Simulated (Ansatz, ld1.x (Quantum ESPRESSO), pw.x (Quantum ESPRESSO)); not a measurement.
# From atom to crystal: TM potential for lanthanum

- Element: La
- Generator: ld1.x (Quantum ESPRESSO) 7.5
- Type: norm-conserving Troullier–Martins (Kleinman–Bylander form)
- Functional: PBEsol
- Relativity: scalar-relativistic
- Frozen core: [Xe]
- Valence charge: 3
- Reference configuration: 4f0 5d1 6s2 6p0
- Partial waves: 6p (bound, empty): rc 4.20 bohr; 5d (bound): rc 2.40 bohr; 4f (bound, empty): rc 1.60 bohr; 6s (bound): rc 3.62 bohr
- Local potential: the s channel
- Core correction: a·sin(br)/r model core, default radius (core density twice the valence density)

Atomic tests: cutoffs needed: 10 Ry and 12 Ry (the cutoffs (Ry, on a coarse ladder) from which the occupation-weighted sum of valence levels, in a spherical-Bessel basis at the reference potential, stays within 10 and 1 mRy of its value at 400 Ry) The cutoffs count occupied waves only; the empty 4f level needs 120 Ry at the loose tolerance.; ghost test: no extra level below or beside the all-electron valence levels (p, d, f, s tested) (spherical-Bessel basis up to 400 Ry, 20 bohr box); configuration tests: 1 of 7 tests not solved or not reliable.

Crystal test: fcc La in pw.x 7.5, no spin, 11³ k-points, Fermi–Dirac smearing 0.01 Ry, cutoffs 50/200 Ry. The reference is all-electron LAPW (Ansatz 0.2.0) with the same functional, mesh and smearing; V0 and B0 come from Birch–Murnaghan fits to the pressures at five volumes. Errors are pseudo minus all-electron; Δ is the rms difference of the E(V) curves that follow from these fits, minima aligned, over ±6 % about the mean V0. Mesh and smearing are coarse, so the numbers serve the comparison and aren't converged zero-temperature values; the lattice is a test structure that the element need not adopt.

```json
{"V (Å³/atom)": "31.994", "P all-electron (GPa)": "1.86", "P pseudo (GPa)": "10.02"}
{"V (Å³/atom)": "32.836", "P all-electron (GPa)": "1.06", "P pseudo (GPa)": "8.57"}
{"V (Å³/atom)": "33.678", "P all-electron (GPa)": "0.33", "P pseudo (GPa)": "7.24"}
{"V (Å³/atom)": "34.520", "P all-electron (GPa)": "-0.34", "P pseudo (GPa)": "6.02"}
{"V (Å³/atom)": "35.362", "P all-electron (GPa)": "-0.96", "P pseudo (GPa)": "4.90"}
```

All-electron: a0 = 5.147 Å (V0 = 34.08 Å³/atom), B0 = 27.2 GPa.

Pseudopotential: mean pressure error (GPa): +6.96. The pressure does not cross zero within the volumes sampled, so no fit is given. The largest radius (4.20 bohr) exceeds half the bond length (3.42 bohr), so the spheres overlap, which is one possible source of error among others. This is a poor potential for the solid. Atomic configuration tests: 1 of 7 tests not solved or not reliable.

At the middle volume, how do free energy and pressure move when the wave cutoff is lowered (ecutrho kept at four times it)?

| cutoff (Ry) | shift of F (meV/atom) | shift of P (GPa) |
| --- | --- | --- |
| 22 | +14.8 | +0.32 |
| 30 | +11.5 | +0.32 |
| 40 | +7.4 | +0.21 |

The run at the middle volume (56 k-points, 6 iterations) took about 4.6 s on one core of a shared host (AMD EPYC 9R45, 192 threads, 1484 GiB, load 97).
